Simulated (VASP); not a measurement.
# AlN (P6_3mc) in VASP: further runs

The runs below take AlN through relaxation of cell and atoms, with PBEsol, HSE06, PBE+D3(BJ).

All numbers are computed with VASP 6.6.1; they aren't measurements. Logs are shortened: lines on timing, memory, paths and dates and some standing lists are left out, and cuts for length are marked.

## 1. The crystal as given

The structure is hexagonal, space group P6_3mc (No. 186). Conventional cell: a = 3.113 Å, b = 3.113 Å, c = 4.981 Å, α = 90.00°, β = 90.00°, γ = 120.00°. Around Al (site symmetry 3m) lie 4 N at 1.89 Å. N (site symmetry 3m) has 4 Al at 1.89 Å as nearest neighbours.

## 2. Relaxation of cell and atoms, PBEsol

INCAR

```
SYSTEM = AlN
PREC = Accurate
ENCUT = 600
EDIFF = 1E-6
ISMEAR = 0
SIGMA = 0.03
LREAL = .FALSE.
LASPH = .TRUE.
NELM = 80
ALGO = Normal
ISIF = 3
LWAVE = .FALSE.
LCHARG = .FALSE.
GGA = PS
IBRION = 2
NSW = 90
EDIFFG = -0.01
```

KPOINTS

```
Automatic mesh
0
G
  12 12 6
  0 0 0
```

POSCAR

```
AlN
1.0
    3.1130000000      0.0000000000      0.0000000000
   -1.5565000000      2.6959370820      0.0000000000
    0.0000000000      0.0000000000      4.9810000000
Al N
2 2
Direct
    0.3333333333      0.6666666667      0.0000000000
    0.6666666667      0.3333333333      0.5000000000
    0.3333333333      0.6666666667      0.3800000000
    0.6666666667      0.3333333333      0.8800000000
```

Potentials or basis: VASP PAW PBE potentials, release 64 (Al, N).

Launch:

```console
$ cat potpaw_PBE.64/Al/POTCAR potpaw_PBE.64/N/POTCAR > POTCAR
$ mpirun -np 1 vasp_std > vasp.out
```

OUTCAR:

```text
SYSTEM = AlN
   PREC = Accurate
   ENCUT = 600
   EDIFF = 1E-6
   ISMEAR = 0
   LREAL = .FALSE.
   LASPH = .TRUE.
   NELM = 80
   ISIF = 3
   GGA = PS
   IBRION = 2
   NSW = 90
   EDIFFG = -0.01

 ion  position               nearest neighbor table
   1  0.333  0.667  0.000-   3 1.89   4 1.89   4 1.89   4 1.89   2 3.07   2 3.07   2 3.07   2 3.07
                             2 3.07   2 3.07
   2  0.667  0.333  0.500-   4 1.89   3 1.89   3 1.89   3 1.89   1 3.07   1 3.07   1 3.07   1 3.07
                             1 3.07   1 3.07
   3  0.333  0.667  0.380-   1 1.89   2 1.89   2 1.89   2 1.89
   4  0.667  0.333  0.880-   2 1.89   1 1.89   1 1.89   1 1.89

  LATTYP: Found a hexagonal cell.
 ALAT       =     3.1130000000
 C/A-ratio  =     1.6000642467

  Lattice vectors:

 A1 = (   3.1130000000,   0.0000000000,   0.0000000000)
 A2 = (  -1.5565000000,   2.6959370820,   0.0000000000)
 A3 = (   0.0000000000,   0.0000000000,   4.9810000000)

Analysis of symmetry for initial positions (statically):
=====================================================================
 Subroutine PRICEL returns:
 Original cell was already a primitive cell.

 Routine SETGRP: Setting up the symmetry group for a
 hexagonal supercell.

 Subroutine GETGRP returns: Found 12 space group operations
 (whereof  6 operations were pure point group operations)
 out of a pool of 24 trial point group operations.

The static configuration has the point symmetry C_3v.
 The point group associated with its full space group is C_6v.

Analysis of symmetry for dynamics (positions and initial velocities):
=====================================================================
 Subroutine PRICEL returns:
 Original cell was already a primitive cell.

 Routine SETGRP: Setting up the symmetry group for a
 hexagonal supercell.

 Subroutine GETGRP returns: Found 12 space group operations
 (whereof  6 operations were pure point group operations)
 out of a pool of 24 trial point group operations.

The dynamic configuration has the point symmetry C_3v.
 The point group associated with its full space group is C_6v.

 Subroutine INISYM returns: Found 12 space group operations
 (whereof  6 operations are pure point group operations),
 and found     1 'primitive' translations

----------------------------------------------------------------------------------------

                                     Primitive cell

  volume of cell :      41.8028

  direct lattice vectors                    reciprocal lattice vectors
[... 116 lines left out ...]
   GGA     = PS    functional components
   LHFCALC =     F    Hartree Fock is set to
   AEXX    =    0.0000 exact exchange contribution
   IVDW    =     0    specifies the selected vdW correction
   LEPSILON=     F    determine dielectric tensor
   LRPA    =     F    only Hartree local field effects (RPA)
 conjugate gradient relaxation of ions
 non-spin polarized calculation
 Gauss-broadening in eV      SIGMA  =   0.03
  energy-cutoff  :      600.00
  volume of cell :       41.80
 maximum number of plane-waves:      1412
 NGX is ok and might be reduce to    28
   NGX = 13   NGY = 13   NGZ = 19

--------------------------------------- Ionic step        1  -------------------------------------------

 number of electron      16.0000000 magnetization

 Free energy of the ion-electron system (eV)
  ---------------------------------------------------
  ext. energy  EPLUGINS =         0.00000000
  ---------------------------------------------------
  free energy    TOTEN  =       -31.31436159 eV

  energy without entropy =      -31.31436159  energy(sigma->0) =      -31.31436159

------------------------ aborting loop because EDIFF is reached ----------------------------------------

  FORCE on cell =-STRESS in cart. coord.  units (eV):
  Direction    XX          YY          ZZ          XY          YZ          ZX
  --------------------------------------------------------------------------------------
  -------------------------------------------------------------------------------------
  Total       -0.1199916     -0.1199916      0.2711606      0.0000000     -0.0000000      0.0000000
  in kB       -4.5989220     -4.5989220     10.3927817      0.0000000     -0.0000000      0.0000000
  external PRESSURE =       0.3983125 kB  Pullay stress =       0.0000000 kB
[... 177 lines left out ...]
--------------------------------------- Ionic step        6  -------------------------------------------

 number of electron      15.9999999 magnetization

 Free energy of the ion-electron system (eV)
  ---------------------------------------------------
  ext. energy  EPLUGINS =         0.00000000
  ---------------------------------------------------
  free energy    TOTEN  =       -31.31569257 eV

  energy without entropy =      -31.31569257  energy(sigma->0) =      -31.31569257

 E-fermi :   6.2113     XC(G=0): -11.1048

 val. band max:        6.0635553065   @ k =   0.0000   0.0000   0.0000
 cond. band min:      10.1847279192   @ k =   0.0000   0.0000   0.0000
 fundamental gap:      4.1211726126
 Fermi energy:         6.2112579472

 k-point     1 :       0.0000    0.0000    0.0000
  band No.  band energies     occupation
      1      -9.1072      2.00000
      2      -6.9228      2.00000
      3       0.0069      2.00000
      4       5.1827      2.00000
      5       5.1827      2.00000
      6       5.8377      2.00000
      7       5.8377      2.00000
      8       6.0636      2.00000
      9      10.1847      0.00000
     10      12.6178      0.00000
     11      16.5653      0.00000
     12      17.0875      0.00000
[... 331 lines left out ...]
 k-point    24 :       0.3333    0.0000    0.1667
  band No.  band energies     occupation
      1      -7.7663      2.00000
      2      -6.5102      2.00000
      3       1.1007      2.00000
      4       2.0795      2.00000
      5       2.6908      2.00000
      6       4.2656      2.00000
      7       5.2605      2.00000
      8       5.3931      2.00000
      9      11.7915      0.00000
     10      12.5873      0.00000
     11      14.4547      0.00000
     12      16.1278      0.00000

 [... further k-points ...]

------------------------ aborting loop because EDIFF is reached ----------------------------------------

  FORCE on cell =-STRESS in cart. coord.  units (eV):
  Direction    XX          YY          ZZ          XY          YZ          ZX
  --------------------------------------------------------------------------------------
  -------------------------------------------------------------------------------------
  Total        0.0201304      0.0201304      0.0265649      0.0000000     -0.0000000      0.0000000
  in kB        0.7717020      0.7717020      1.0183695      0.0000000     -0.0000000      0.0000000
  external PRESSURE =       0.8539245 kB  Pullay stress =       0.0000000 kB
[... 19 lines left out ...]
  FREE ENERGIE OF THE ION-ELECTRON SYSTEM (eV)
  ---------------------------------------------------
  free  energy   TOTEN  =       -31.3156925723 eV

  energy  without entropy=      -31.3156925723  energy(sigma->0) =      -31.31569257

 reached required accuracy - stopping structural energy minimisation
```

Run time: 81 s. Hardware: 1 thread of Intel Xeon Platinum 8488C (Sapphire Rapids), shared host; peak memory 0.19 GiB.

Results:

```
Free energy                            : -31.3157 eV
Relaxed volume                         : 10.45 Å³/atom
Relaxed cell                           : a = 3.113 Å, b = 3.113 Å, c = 4.981 Å, α = 90.00°, β = 90.00°, γ = 120.00°
Space group after relaxing (to 0.05 Å) : P6_3mc (No. 186)
Energy gained by relaxing              : 0.3 meV/atom
Ionic steps                            : 6
Pressure after relaxing                : 0.1 GPa
Band gap on the k mesh                 : 4.12 eV, direct
```

The path:
| step | energy change (eV) | largest force (eV/Å) | pressure (GPa) | volume (Å³) |
| --- | --- | --- | --- | --- |
| 1 | 0.0000 | 0.1321 | 0.04 | 41.80 |
| 2 | -0.0003 | 0.0871 | 0.02 | 41.82 |
| 3 | -0.0012 | 0.0143 | 0.05 | 41.81 |
| 4 | -0.0013 | 0.0063 | -0.06 | 41.83 |
| 5 | -0.0013 | 0.0013 | -0.12 | 41.84 |
| 6 | -0.0013 | 0.0005 | 0.09 | 41.79 |

Final structure:
```
Al N
1.0
     3.11270    0.00000    0.00000
    -1.55635    2.69568    0.00000
     0.00000    0.00000    4.98090
Al N
2 2
Direct
  0.33333 0.66667 0.99899
  0.66667 0.33333 0.49899
  0.33333 0.66667 0.38101
  0.66667 0.33333 0.88101
```

Levels at points of the mesh, in eV from the valence-band top:
```csv
k point,band 6,band 7,band 8,band 9,band 10,band 11
"(0.00, 0.00, 0.00)",-0.23,-0.23,0.00,4.12,6.55,10.50
"(0.50, 0.00, 0.00)",-2.12,-1.81,-0.70,5.67,5.68,8.08
"(0.00, 0.00, 0.50)",-0.56,-0.56,-0.56,6.37,6.37,10.21
"(0.50, 0.00, 0.50)",-1.49,-1.38,-1.38,5.17,5.17,9.13
```

Caveat: the PAW data sets were made with another functional, which shifts forces and pressure a little.

## 3. Relaxation of cell and atoms, HSE06

POSCAR

```
AlN                                     
1.0
    3.1127044168      0.0000000000      0.0000000000
   -1.5563522084      2.6956810994     -0.0000000000
   -0.0000000000      0.0000000000      4.9808959604
  Al              N             
     2     2
Direct
     0.3333333332999970    0.6666666667000030    0.9989884320244055
     0.6666666667000030    0.3333333332999970    0.4989884320244056
     0.3333333332999970    0.6666666667000030    0.3810115679755970
     0.6666666667000030    0.3333333332999970    0.8810115679755971
```

INCAR.step1

```
SYSTEM = AlN
PREC = Accurate
ENCUT = 520
EDIFF = 1E-5
ISMEAR = 0
SIGMA = 0.03
LREAL = .FALSE.
LASPH = .TRUE.
NELM = 80
ALGO = Normal
LWAVE = .TRUE.
LCHARG = .FALSE.
KPAR = 4
GGA = PE
```

INCAR.step2

```
SYSTEM = AlN
PREC = Accurate
ENCUT = 520
EDIFF = 1E-6
ISMEAR = 0
SIGMA = 0.03
LREAL = .FALSE.
LASPH = .TRUE.
NELM = 80
ALGO = Normal
ISIF = 3
LWAVE = .FALSE.
LCHARG = .FALSE.
GGA = PE
LHFCALC = .TRUE.
HFSCREEN = 0.2
PRECFOCK = Fast
IBRION = 2
NSW = 25
EDIFFG = -0.01
KPAR = 4
ISTART = 1
```

KPOINTS

```
Automatic mesh
0
G
  6 6 4
  0 0 0
```

Potentials or basis: VASP PAW PBE potentials, release 64 (Al, N).

Launch:

```console
$ cat potpaw_PBE.64/Al/POTCAR potpaw_PBE.64/N/POTCAR > POTCAR
$ cp INCAR.step1 INCAR
$ mpirun -np 4 vasp_std > vasp.out
$ cp INCAR.step2 INCAR
$ mpirun -np 4 vasp_std > vasp.out
```

It took 5 min on 4 MPI ranks of Intel Xeon Platinum 8488C (Sapphire Rapids), shared host; peak memory 0.26 GiB.

Results (log left out):

| Quantity | Value |
| --- | --- |
| Free energy | -34.9613 eV |
| Relaxed volume | 10.36 Å³/atom |
| Relaxed cell | a = 3.104 Å, b = 3.104 Å, c = 4.969 Å, α = 90.00°, β = 90.00°, γ = 120.00° |
| Space group after relaxing (to 0.05 Å) | P6_3mc (No. 186) |
| Energy gained by relaxing | 0.5 meV/atom |
| Ionic steps | 3 |
| Pressure after relaxing | 0.0 GPa |
| Band gap on the k mesh | 5.64 eV, direct |

Forces on the atoms (eV/Å):
```
Al   0.000  0.000  0.003
Al   0.000  0.000  0.003
N    0.000  0.000 -0.003
N    0.000  0.000 -0.003
```

The path:
```csv
step,energy change (eV),largest force (eV/Å),pressure (GPa),volume (Å³)
1,0.0000,0.0052,-1.74,41.79
2,0.0000,0.0003,1.80,41.11
3,-0.0019,0.0026,0.01,41.45
```

Final structure:
```xyz
4
Lattice="3.1039 0.0000 0.0000 -1.5519 2.6880 0.0000 0.0000 0.0000 4.9686" Properties=species:S:1:pos:R:3 pbc="T T T"
Al    0.0000    1.7920    4.9637
Al    1.5519    0.8960    2.4794
N     0.0000    1.7920    1.8930
N     1.5519    0.8960    4.3772
```

Levels at points of the mesh, in eV from the valence-band top:
```tsv
k point	band 4	band 5	band 6	band 7	band 8	band 9	band 10	band 11	band 12
(0.00, 0.00, 0.00)	-0.97	-0.97	-0.25	-0.25	0.00	5.64	8.21	12.55	12.83
(0.50, 0.00, 0.00)	-4.56	-3.67	-2.32	-1.91	-0.78	7.20	7.21	9.80	12.15
(0.00, 0.00, 0.50)	-3.61	-0.62	-0.62	-0.62	-0.62	8.03	8.03	12.08	12.08
(0.50, 0.00, 0.50)	-6.13	-1.63	-1.63	-1.50	-1.50	6.69	6.69	10.85	10.85
```

Caveat: the PAW data sets were made with another functional, which shifts forces and pressure a little.

[end of part 1 of 2]
